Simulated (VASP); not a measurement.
# AgCl (Imm2) in VASP: a series of runs

Runs on AgCl. Level: PBE. Tasks: single point.

All numbers are computed with VASP 6.6.1; they aren't measurements. Logs are shortened: lines on timing, memory, paths and dates and some standing lists are left out, and cuts for length are marked.

### Step 1. The cell of the first run

The structure is orthorhombic, space group Imm2 (No. 44). Conventional cell: a = 3.968 Å, b = 5.612 Å, c = 3.968 Å, α = 90.00°, β = 90.00°, γ = 90.00°. Ag (site symmetry mm2) is surrounded by 2 Cl at 2.35 Å. Around Cl (site symmetry mm2) lie 2 Ag at 2.35 Å.

Measurements of this composition are mostly on another form, of space group No. 225.

### Step 2. Single point, PBE (mode 4 frozen in at -0.383 Å and mode 5 at -0.383 Å (largest displacements))

Contents of INCAR:

```
PREC     = Accurate       # precision mode
ENCUT    = 520            # plane-wave cutoff, eV
EDIFF    = 1E-6           # SCF threshold, eV
ISMEAR   = 0              # smearing method
SIGMA    = 0.05           # smearing width, eV
LREAL    = F              # projectors in reciprocal space
LASPH    = T              # aspherical terms in the spheres
NELM     = 60             # most SCF steps
ALGO     = Normal         # electronic algorithm
ISIF     = 2              # what is computed and relaxed
LWAVE    = F              # write WAVECAR
LCHARG   = F              # write CHGCAR
GGA      = PE             # functional
NBANDS   = 16             # bands
```

Contents of KPOINTS:

```
Automatic mesh
0
Gamma
  8 8 8
```

Contents of POSCAR:

```
AgCl
1.0
    0.0000000000      2.8060228508      2.8060228508
    2.8060228508      0.0000000000      2.8060228508
    2.8060228508      2.8060228508      0.0000000000
Ag Cl
1 1
Direct
    0.5000000000      0.5000000000      0.5449038639
    0.0000000000      0.0000000000     -0.1366346678
```

Potentials or basis: VASP PAW PBE potentials, release 64 (Ag, Cl).

Launch:

```sh
$ cat potpaw_PBE.64/Ag/POTCAR potpaw_PBE.64/Cl/POTCAR > POTCAR
$ mpirun -np 1 vasp_std > vasp.out
```

OUTCAR:

```text
PREC = Accurate
   ENCUT = 520
   EDIFF = 1E-6
   ISMEAR = 0
   LREAL = F
   LASPH = T
   NELM = 60
   ISIF = 2
   GGA = PE

 ion  position               nearest neighbor table
   1  0.500  0.500  0.545-   2 2.35   2 2.35   2 2.90   2 2.90
   2  0.000  0.000  0.863-   1 2.35   1 2.35   1 2.90   1 2.90

  LATTYP: Found a face centered cubic cell.
 ALAT       =     5.6120457016

  Lattice vectors:

 A1 = (   0.0000000000,   2.8060228508,   2.8060228508)
 A2 = (   2.8060228508,   0.0000000000,   2.8060228508)
 A3 = (   2.8060228508,   2.8060228508,   0.0000000000)

Analysis of symmetry for initial positions (statically):
=====================================================================
 Subroutine PRICEL returns:
 Original cell was already a primitive cell.

 Routine SETGRP: Setting up the symmetry group for a
 face centered cubic supercell.

 Subroutine GETGRP returns: Found  4 space group operations
 (whereof  4 operations were pure point group operations)
 out of a pool of 48 trial point group operations.

The static configuration has the point symmetry C_2v.

Analysis of symmetry for dynamics (positions and initial velocities):
=====================================================================
 Subroutine PRICEL returns:
 Original cell was already a primitive cell.

 Routine SETGRP: Setting up the symmetry group for a
 face centered cubic supercell.

 Subroutine GETGRP returns: Found  4 space group operations
 (whereof  4 operations were pure point group operations)
 out of a pool of 48 trial point group operations.

The dynamic configuration has the point symmetry C_2v.

 Subroutine INISYM returns: Found  4 space group operations
 (whereof  4 operations are pure point group operations),
 and found     1 'primitive' translations

----------------------------------------------------------------------------------------

                                     Primitive cell

  volume of cell :      44.1879

  direct lattice vectors                    reciprocal lattice vectors
     0.000000000  2.806022851  2.806022851    -0.178188143  0.178188143  0.178188143
     2.806022851  0.000000000  2.806022851     0.178188143 -0.178188143  0.178188143
     2.806022851  2.806022851  0.000000000     0.178188143  0.178188143 -0.178188143

  length of vectors
     3.968315572  3.968315572  3.968315572     0.308630916  0.308630916  0.308630916

  position of ions in fractional coordinates (direct lattice)
     0.500000000  0.500000000  0.544903864
     0.000000000  0.000000000  0.863365332

  ion indices of the primitive-cell ions
   primitive index   ion index
                 1           1
                 2           2

----------------------------------------------------------------------------------------

 KPOINTS: Automatic mesh

Automatic generation of k-mesh.
 Grid dimensions read from file:
 generate k-points for:    8    8    8

 Generating k-lattice:

  Cartesian coordinates                     Fractional coordinates (reciprocal lattice)
    -0.022273518  0.022273518  0.022273518     0.125000000  0.000000000  0.000000000
     0.022273518 -0.022273518  0.022273518     0.000000000  0.125000000  0.000000000
     0.022273518  0.022273518 -0.022273518     0.000000000  0.000000000  0.125000000

  Length of vectors
     0.038578865  0.038578865  0.038578865

  Shift w.r.t. Gamma in fractional coordinates (k-lattice)
     0.000000000  0.000000000  0.000000000

 Subroutine IBZKPT returns following result:
 ===========================================

 Found     95 irreducible k-points:

 Following reciprocal coordinates:
            Coordinates               Weight
  0.000000  0.000000  0.000000      1.000000
  0.125000  0.000000  0.000000      4.000000
  0.000000  0.000000  0.125000      4.000000
  0.250000  0.000000  0.000000      4.000000
  0.000000  0.000000  0.250000      4.000000
  0.375000  0.000000  0.000000      4.000000
[... 16 lines left out ...]
  0.125000  0.125000 -0.375000      4.000000
 -0.375000  0.125000  0.000000      4.000000
 [... further k-points ...]
   k-points           NKPTS =     95   k-points in BZ     NKDIM =     95   number of bands    NBANDS=     16
   number of dos      NEDOS =    301   number of ions     NIONS =      2
   total plane-waves  NPLWV =  27000
   dimension x,y,z NGX =    30 NGY =   30 NGZ =   30
   dimension x,y,z NGXF=    60 NGYF=   60 NGZF=   60
   ions per type =               1   1
   NGX,Y,Z   is equivalent  to a cutoff of  12.57, 12.57, 12.57 a.u.
   NGXF,Y,Z  is equivalent  to a cutoff of  25.14, 25.14, 25.14 a.u.
 SYSTEM =  unknown system
   PREC   = accura    normal or accurate (medium, high low for compatibility)
   ISTART =      0    job   : 0-new  1-cont  2-samecut
   ICHARG =      2    charge: 1-file 2-atom 10-const
   ISPIN  =      1    spin polarized calculation?
   LNONCOLLINEAR =      F non collinear calculations
   LSORBIT =      F    spin-orbit coupling
   LASPH  =      T    aspherical Exc in radial PAW
   ENCUT  =  520.0 eV  38.22 Ry    6.18 a.u.   7.38  7.38  7.38*2*pi/ulx,y,z
   NELM   =     60;   NELMIN=  2; NELMDL= -5     # of ELM steps
   EDIFF  = 0.1E-05   stopping-criterion for ELM
   LREAL  =      F    real-space projection
   EDIFFG = 0.1E-04   stopping-criterion for IOM
   NSW    =      0    number of steps for IOM
   IBRION =     -1    ionic relax: 0-MD 1-quasi-New 2-CG
   NFREE  =      0    steps in history (QN), initial steepest desc. (CG)
   ISIF   =      2    stress and relaxation
   ISYM   =      2    0-nonsym 1-usesym 2-fastsym
   POTIM  = 0.5000    time-step for ionic-motion
   TEBEG  =    0.0;   TEEND  =   0.0 temperature during run
   PSTRESS=    0.0 pullay stress
   NELECT =      18.0000    total number of electrons
   NUPDOWN=      -1.0000    fix difference up-down
   EMIN   =  10.00;   EMAX   =-10.00  energy-range for DOS
   EFERMI =   0.00;   METHOD = LEGACY
   ISMEAR =     0;   SIGMA  =   0.05  broadening in eV -4-tet -1-fermi 0-gaus
   EFERMI_NEDOS =   21; number of points for ismear=-14 and -15
   IALGO  =     38    algorithm
   IMIX   =      4    mixing-type and parameters
     AMIX     =   0.40;   BMIX     =  1.00
     AMIX_MAG =   1.60;   BMIX_MAG =  1.00
  volume/ion in A,a.u.               =      22.09       149.10
  Fermi-wavevector in a.u.,A,eV,Ry     =   1.213569  2.293313 20.037975  1.472750
  Thomas-Fermi vector in A             =   2.349017
   LORBIT       =      0    0 simple, 1 ext, 2 COOP (PROOUT), +10 PAW based schemes
   GGA     = PE    functional components
   LHFCALC =     F    Hartree Fock is set to
   AEXX    =    0.0000 exact exchange contribution
   IVDW    =     0    specifies the selected vdW correction
   LEPSILON=     F    determine dielectric tensor
   LRPA    =     F    only Hartree local field effects (RPA)
 non-spin polarized calculation
 Gauss-broadening in eV      SIGMA  =   0.05
  energy-cutoff  :      520.00
  volume of cell :       44.19
 maximum number of plane-waves:      1243
 NGX is ok and might be reduce to    30
   NGX = 15   NGY = 15   NGZ = 15

 number of electron      17.9999998 magnetization

 Free energy of the ion-electron system (eV)
  ---------------------------------------------------
  ext. energy  EPLUGINS =         0.00000000
  ---------------------------------------------------
  free energy    TOTEN  =        -5.09402099 eV

  energy without entropy =       -5.09402099  energy(sigma->0) =       -5.09402099

 E-fermi :   4.0179     XC(G=0):  -9.6936

 val. band max:        3.7200537151   @ k =   0.0000   0.0000   0.5000
 cond. band min:       4.7138166555   @ k =   0.0000   0.0000   0.0000
 fundamental gap:      0.9937629404
 Fermi energy:         4.0179253467

 k-point     1 :       0.0000    0.0000    0.0000
  band No.  band energies     occupation
      1     -11.8335      2.00000
      2      -1.1567      2.00000
      3      -0.6582      2.00000
      4       0.0010      2.00000
      5       0.8383      2.00000
      6       1.0062      2.00000
[... 8 lines left out ...]
     15      15.9812      0.00000
     16      16.3575      0.00000

 k-point     2 :       0.1250    0.0000    0.0000
  band No.  band energies     occupation
      1     -11.7821      2.00000
      2      -1.2526      2.00000
      3      -0.6150      2.00000
      4      -0.0804      2.00000
      5       0.8617      2.00000
      6       0.9738      2.00000
[... 8 lines left out ...]
     15      15.6951      0.00000
     16      16.8407      0.00000

 k-point     3 :       0.0000    0.0000    0.1250
  band No.  band energies     occupation
      1     -11.7869      2.00000
      2      -1.2145      2.00000
      3      -0.8069      2.00000
      4      -0.0665      2.00000
      5       0.8744      2.00000
      6       1.0242      2.00000
[... 8 lines left out ...]
     15      15.5653      0.00000
     16      16.3964      0.00000

 k-point     4 :       0.2500    0.0000    0.0000
  band No.  band energies     occupation
      1     -11.6541      2.00000
      2      -1.5105      2.00000
      3      -0.5960      2.00000
      4      -0.1565      2.00000
      5       0.8301      2.00000
      6       1.0055      2.00000
[... 8 lines left out ...]
     15      15.6411      0.00000
     16      16.4753      0.00000

 k-point     5 :       0.0000    0.0000    0.2500
  band No.  band energies     occupation
      1     -11.6712      2.00000
      2      -1.3485      2.00000
      3      -1.1706      2.00000
      4      -0.2632      2.00000
      5       0.9723      2.00000
      6       1.0941      2.00000
[... 8 lines left out ...]
     15      15.5525      0.00000
     16      16.1971      0.00000

 k-point     6 :       0.3750    0.0000    0.0000
  band No.  band energies     occupation
      1     -11.5204      2.00000
      2      -1.7975      2.00000
      3      -0.6960      2.00000
      4      -0.1090      2.00000
      5       0.8073      2.00000
      6       1.1272      2.00000
[... 8 lines left out ...]
     15      16.6661      0.00000
     16      16.9142      0.00000
[... 267 lines left out ...]
 k-point    21 :       0.0000    0.5000    0.1250
  band No.  band energies     occupation
      1     -11.4574      2.00000
      2      -1.8113      2.00000
      3      -0.7126      2.00000
      4      -0.1292      2.00000
      5       0.9232      2.00000
      6       1.1443      2.00000
[... 8 lines left out ...]
     15      17.1824      0.00000
     16      17.6166      0.00000

 k-point    22 :       0.1250    0.0000    0.5000
  band No.  band energies     occupation
      1     -11.4876      2.00000
      2      -1.6360      2.00000
      3      -1.4164      2.00000
      4      -0.5094      2.00000
      5       1.0704      2.00000
      6       1.2641      2.00000
[... 8 lines left out ...]
     15      17.4110      0.00000
     16      17.9539      0.00000

 k-point    23 :       0.1250    0.1250   -0.3750
  band No.  band energies     occupation
      1     -11.4921      2.00000
      2      -1.5737      2.00000
      3      -1.4884      2.00000
      4      -0.6094      2.00000
      5       1.1521      2.00000
      6       1.2561      2.00000
[... 8 lines left out ...]
     15      17.2721      0.00000
     16      17.7334      0.00000

 k-point    24 :      -0.3750    0.1250    0.0000
  band No.  band energies     occupation
      1     -11.4716      2.00000
      2      -1.7923      2.00000
      3      -0.7067      2.00000
      4      -0.1355      2.00000
      5       0.8835      2.00000
      6       1.1517      2.00000
[... 8 lines left out ...]
     15      16.8872      0.00000
     16      17.5676      0.00000

 [... further k-points ...]

------------------------ aborting loop because EDIFF is reached ----------------------------------------

  FORCE on cell =-STRESS in cart. coord.  units (eV):
  Direction    XX          YY          ZZ          XY          YZ          ZX
  --------------------------------------------------------------------------------------
  -------------------------------------------------------------------------------------
  Total        2.9997059      2.9997059      0.2570938     -1.5353414      0.0000000      0.0000000
  in kB      108.7641207    108.7641207      9.3217749    -55.6688104      0.0000000      0.0000000
  external PRESSURE =      75.6166721 kB  Pullay stress =       0.0000000 kB

 VOLUME and BASIS-vectors are now :
 -----------------------------------------------------------------------------
  energy-cutoff  :      520.00
  volume of cell :       44.19
      direct lattice vectors                 reciprocal lattice vectors
     0.000000000  2.806022851  2.806022851    -0.178188143  0.178188143  0.178188143
     2.806022851  0.000000000  2.806022851     0.178188143 -0.178188143  0.178188143
     2.806022851  2.806022851  0.000000000     0.178188143  0.178188143 -0.178188143

 POSITION                                       TOTAL-FORCE (eV/Angst)
 -----------------------------------------------------------------------------------
      2.93202      2.93202      2.80602        -0.736057     -0.736057      0.000000
      2.42262      2.42262      0.00000         0.736057      0.736057     -0.000000
 -----------------------------------------------------------------------------------
    total drift:                               -0.000705     -0.000705      0.000001

  FREE ENERGIE OF THE ION-ELECTRON SYSTEM (eV)
  ---------------------------------------------------
  free  energy   TOTEN  =        -5.0940209928 eV

  energy  without entropy=       -5.0940209928  energy(sigma->0) =       -5.09402099
```

Run time: 25 s. Hardware: 1 thread of Intel Xeon 6975P-C (Granite Rapids), shared host; peak memory 0.21 GiB.

What came out:

```
Free energy            : -5.0940 eV
Pressure               : 7.6 GPa
Largest force          : 1.041 eV/Å
Band gap on the k mesh : 0.99 eV, indirect (least direct gap 1.55 eV)
```

Forces on the atoms (eV/Å):
```
Ag  -0.736 -0.736  0.000
Cl   0.736  0.736  0.000
```

Levels at points of the mesh, in eV from the valence-band top:
| k point | band 5 | band 6 | band 7 | band 8 | band 9 | band 10 | band 11 | band 12 | band 13 | band 14 |
| --- | --- | --- | --- | --- | --- | --- | --- | --- | --- | --- |
| (0.00, 0.00, 0.00) | -2.88 | -2.71 | -1.35 | -0.83 | -0.55 | 0.99 | 8.86 | 9.33 | 10.70 | 11.33 |
| (0.50, 0.00, 0.00) | -2.83 | -2.54 | -2.14 | -1.59 | -0.65 | 4.56 | 5.93 | 8.21 | 9.11 | 11.91 |
| (0.00, 0.00, 0.50) | -2.59 | -2.45 | -2.02 | -0.63 | 0.00 | 4.20 | 5.97 | 7.84 | 8.02 | 12.42 |
| (0.50, 0.50, 0.00) | -2.42 | -2.35 | -2.29 | -1.40 | -1.15 | 2.65 | 6.46 | 8.19 | 11.61 | 13.05 |
| (0.00, 0.50, 0.50) | -2.49 | -2.42 | -2.42 | -1.85 | -1.78 | 2.53 | 6.83 | 8.67 | 11.86 | 11.90 |

Caveat: forces of over 1 eV/Å show positions far from the minimum, so gaps and moduli don't describe the material at rest.

(Part 1 of 2 ends here.)
